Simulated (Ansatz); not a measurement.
input.yaml (Ansatz)

```yaml
crystal:
  lattice:
    - [0.0, 3.1241095902, 3.1241095902]
    - [3.1241095902, 0.0, 3.1241095902]
    - [3.1241095902, 3.1241095902, 0.0]
  atoms:
    - { symbol: Ba, position: [0.0, 0.0, 0.0] }
hamiltonian:
  xc: rpbe
  pseudopotentials:
    kind: paw
    azcp:
      Ba: "pseudopotentials/Ba.paw.azcp"
basis:
  ecutwfc: 420
  fft_grid_basis: typed
kpoints:
  mp_grid: { grid: [10, 10, 10], shift: [0, 0, 0] }
magnetization:
  spin_polarized: false
scf:
  occupations: { method: fermi_dirac, width: 0.1 }
  lower_state_search: "off"
output:
  stress: true
  write_density: true
  write_potential: true
  elf: true
  volumetric_format: npy
```

Output

```
Engine: ansatz 0.2.0, x86_64-unknown-linux-gnu
Pseudopotentials: kind: paw
Pseudopotential: Ba, paw, valence charge 10, recommended cutoff 420 eV (normal) 
Functional definition: RPBE
  parameter kappa = 0.804
  parameter beta = 0.06672455060314922
  exchange = rpbe_x(kappa = kappa, mu = beta*pi^2/3)
  correlation = pbe_c(beta = beta)
Crystal: 1 atoms, lattice volume = 60.983 Å³
Basis set: ecut = 420 eV, 1243 PW (Γ)
Bands: 9, of which v1, the nominal top of the filled ones, is band 5 counted from 1 (4 counted from 0)
Symmetry: 48 space group operations
Space group: Fm-3m (ITA 225), of the structure as read, at distance tolerance 3.9e-5 Å
k-points: 47 of 1000
Non-local potential: Ba, projectors of the file, l = 0: 3, l = 1: 2, l = 2: 2, l = 3: 2
PAW form: soft (Blöchl's): semilocal exchange-correlation on the pseudo side does not see the compensation charge
PAW frozen core: Ba, regenerated for the run's functional, and the local potential with it (the file was generated under x = pbe(κ = 0.804, μ = 0.2195149727645171), c = pbe(β = 0.06672455060314922))
PAW one-centre angular grid: Ba, 194 points (default); XC on 64 Gauss nodes
Initial density: superposition of atomic densities (neutral atoms: chi_scale 0, normalization atom), corrected by the library's trained network
Initial wavefunctions: pseudopotential atomic-orbital guess
Functional: x = rpbe, c = pbe(β = 0.06672455060314922)
SCF iter   1: F=—  HF=-5959.183315 eV  |F-HF|=—  |Δ(HF+E_count)|=         —  Δρ=1.36e-3  dr2=1.37e-3  ethr=1.77e-3  ⟨swp⟩=7.3  Hψ=4091  notcnv=0
SCF iter   2: F=—  HF=-5959.183977 eV  |F-HF|=—  |Δ(HF+E_count)|=   6.61e-4  Δρ=9.11e-4  dr2=7.01e-4  ethr=1.37e-5  ⟨swp⟩=2.3  Hψ=979  notcnv=0
SCF iter   3: F=—  HF=-5959.184346 eV  |F-HF|=—  |Δ(HF+E_count)|=   3.69e-4  Δρ=1.65e-4  dr2=3.43e-5  ethr=7.01e-6  ⟨swp⟩=3.0  Hψ=672  notcnv=0
SCF iter   4: F=—  HF=-5959.184345 eV  |F-HF|=—  |Δ(HF+E_count)|=   1.09e-6  Δρ=4.91e-5  dr2=1.65e-6  ethr=3.43e-7  ⟨swp⟩=2.0  Hψ=598  notcnv=0
iter 5 did not close the SCF: its close was put off for the readings that it lacked (scf_convergence_deferred on its scf_iter line)
SCF iter   5: F=-5959.184346 eV  HF=-5959.184346 eV  |F-HF|=5.86e-8  |Δ(HF+E_count)|=   1.16e-6  Δρ=1.54e-5  dr2=6.10e-8  ethr=1.65e-8  ⟨swp⟩=3.0  Hψ=727  notcnv=0
SCF iter   6: F=-5959.184346 eV  HF=-5959.184346 eV  |F-HF|=3.42e-9  |Δ(HF+E_count)|=   7.16e-8  Δρ=2.06e-6  dr2=2.03e-9  ethr=6.10e-10  ⟨swp⟩=6.4  Hψ=2765  notcnv=0
SCF 1 converged in 6 iterations: F = -5959.184346 eV  dr2 = 2.03e-9
SCF converged after 6 iterations
Free energy (F): -5959.184346 eV
Harris-Foulkes:  -5959.184346 eV  (|F-HF|=3.42e-9)
Internal energy: -5959.126739 eV  (E = F + TS)
E sigma→0 (E₀):  -5959.155543 eV
Entropy (-TS):   -0.057608 eV (-57.608 meV/atom)
Fermi energy:    6.233534 eV
--- Per-component energies (eV) ---
  E_band       = -80.974216
  E_kinetic    = 167.008890
  E_local      = -368.805656  (includes V_loc(G=0)·N_el)
  E_nonlocal   = 56.560126
  E_hartree    = 116.613778
  E_xc         = -167.147016
  E_vxc        = -133.827074  (∫ρ·V_xc dr)
  E_paw        = -5234.993271  (= ΣΔE_a)
  E_vpaw       = -35.138049  (= ΣTr[D̂ρ^β])
  E_aug_tail   = -0.000002  (compensation charges beyond the density's cutoff)
  E_ewald      = -528.313640
  E_core_change = -0.049947  (= ΣΔE_core)
  E_smearing   = -0.057608  (= −TS)
  E_closure    = -0.000000  (closes the sum)
  Σ components = -5959.184346   (vs F -5959.184346, Δ=0.00e0)
--- Stress (GPa, compression-positive) ---
        1.184737       0.000000       0.000000
        0.000000       1.184737       0.000000
        0.000000       0.000000       1.184737
  P = ⅓ Tr σ = 1.1847 GPa (11.847 kbar)
--- Band table (eV; the first three rows and the last of 47) ---
  k-point 0: bands = ["-22.6263", "-7.5813", "-7.5813", "-7.5813", "3.4498", "8.0661", "8.0661", "8.0661", "9.6864"]
  k-point 1: bands = ["-22.6219", "-7.6330", "-7.5877", "-7.5877", "3.6315", "7.8218", "8.1452", "8.1452", "9.5445"]
  k-point 2: bands = ["-22.6105", "-7.7644", "-7.6044", "-7.6044", "4.1207", "7.3910", "8.2544", "8.2544", "9.4308"]
  k-point 46: bands = ["-22.5651", "-7.9552", "-7.8652", "-7.7685", "6.0239", "6.6559", "7.3167", "8.6424", "11.3039"]
```

Launched by

```sh
ansatz run input.yaml --threads 2 --pin off --max-ram 5120MiB --backend cpu --events-out ev --progress --plain --runs-dir out
```

On 2 threads of Intel(R) Xeon(R) Platinum 8488C (Sapphire Rapids) (shared host) this took about 1.1 s of wall time and 1.9 s of CPU time.
